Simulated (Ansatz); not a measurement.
Wanted: the native input for an Ansatz 0.2.0 run.

* Task: single point
* Functional: PBE
* Potentials or basis: Ansatz PAW
* Cutoff: 420 eV (not typed: the program's choice for these potentials)
* k mesh: 9 × 9 × 1
* Occupations: gaussian, width 0.011 eV
* Spin: no spin polarisation

Slab: Te2Mo, a slab with vacuum.

```
CELL_PARAMETERS angstrom
3.56138 0.00000 0.00000
-1.78069 3.08425 0.00000
0.00000 0.00000 38.99027
ATOMIC_POSITIONS crystal
Te 0.33333 0.66667 0.32822
Te 0.33333 0.66667 0.95182
Te 0.66667 0.33333 0.14008
Te 0.66667 0.33333 0.76363
Te 0.66667 0.33333 0.04818
Te 0.66667 0.33333 0.67178
Te 0.33333 0.66667 0.23637
Te 0.33333 0.66667 0.85992
Mo 0.66667 0.33333 0.28234
Mo 0.66667 0.33333 0.90586
Mo 0.33333 0.66667 0.09414
Mo 0.33333 0.66667 0.71766
```

One way to write it, as run:

input.yaml

```yaml
crystal:
  lattice:
    - [3.5613831954, 0.0, 0.0]
    - [-1.7806915977, 3.0842483198, 0.0]
    - [0.0, 0.0, 38.99026814]
  atoms:
    - { symbol: Te, position: [0.3333333333, 0.6666666667, 0.32822317] }
    - { symbol: Te, position: [0.3333333333, 0.6666666667, 0.95181809] }
    - { symbol: Te, position: [0.6666666667, 0.3333333333, 0.14008092] }
    - { symbol: Te, position: [0.6666666667, 0.3333333333, 0.76363067] }
    - { symbol: Te, position: [0.6666666667, 0.3333333333, 0.04818191] }
    - { symbol: Te, position: [0.6666666667, 0.3333333333, 0.67177683] }
    - { symbol: Te, position: [0.3333333333, 0.6666666667, 0.23636933] }
    - { symbol: Te, position: [0.3333333333, 0.6666666667, 0.85991908] }
    - { symbol: Mo, position: [0.6666666667, 0.3333333333, 0.282338] }
    - { symbol: Mo, position: [0.6666666667, 0.3333333333, 0.90585884] }
    - { symbol: Mo, position: [0.3333333333, 0.6666666667, 0.09414116] }
    - { symbol: Mo, position: [0.3333333333, 0.6666666667, 0.717662] }
hamiltonian:
  xc: pbe
  pseudopotentials: { kind: paw }
kpoints:
  mp_grid: { grid: [9, 9, 1] }
scf:
  occupations: { method: gaussian, width: 0.011 }
output:
  forces: true
  stress: true
  eigenvalues: true
```

Potentials or basis: Ansatz PAW.

Command:

```sh
$ ansatz run input.yaml --threads 4 --pin off --max-ram 11264MiB --backend cpu --events-out ev --progress --plain --runs-dir out
```

It gave:

```yaml
Largest_force: 0.217 eV/Å
Band_gap_on_the_k_mesh: 1.00 eV, direct
```

Caveat: odd divisions of the mesh miss points on the zone boundary, where band edges often lie, so the gap on the mesh can be too wide; spin-orbit coupling is left out, which moves the levels of the heavy elements.

Run time: 7.5 s on 4 threads of Arm Neoverse V2, on a shared host, peak memory 1.5 GiB.
